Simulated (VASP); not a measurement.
Runs of VASP 6.6.1 on MgO. The structure is trigonal, space group P3m1 (No. 156). The conventional cell has a = 2.938 Å, b = 2.938 Å, c = 2.680 Å, α = 90.00°, β = 90.00°, γ = 120.00°. Mg (site symmetry 3m) has 6 O at 2.09 to 2.23 Å as nearest neighbours. O (site symmetry 3m) is surrounded by 6 Mg at 2.09 to 2.23 Å. Measurements of this composition are mostly on another form, of space group No. 225.

```csv
cell,gap on the mesh (eV),pressure (GPa),largest force (eV/Å)
"all O atoms moved +0.113 Å, as atom 2 towards its neighbour atom 2 (O) at 2.680 Å",2.90,-3.2,(c)
"all O atoms moved +0.263 Å, as atom 2 towards its neighbour atom 2 (O) at 2.680 Å",2.84,1.6,0.93
"all O atoms moved -0.150 Å, as atom 2 towards its neighbour atom 2 (O) at 2.680 Å",2.89,-2.4,0.52
"all O atoms moved +0.188 Å, as atom 2 towards its neighbour atom 2 (O) at 2.680 Å",(d),(a),(b)
```

Alike in all rows: task single point; level PBEsol; potentials or basis VASP PAW PBE potentials, release 64 (Mg, O); no spin polarisation; k mesh 9 × 9 × 8; cutoff (eV) 520; smearing gaussian 0.05 eV.

Problem. Estimate the missing entries.

Solution. (a) -1.3; (b) 0.65; (c) 0.39; (d) 2.88.

Caveats: the PAW data sets were made with another functional, which shifts forces and pressure a little; an odd mesh through Γ misses points on the zone boundary, where band edges often lie.
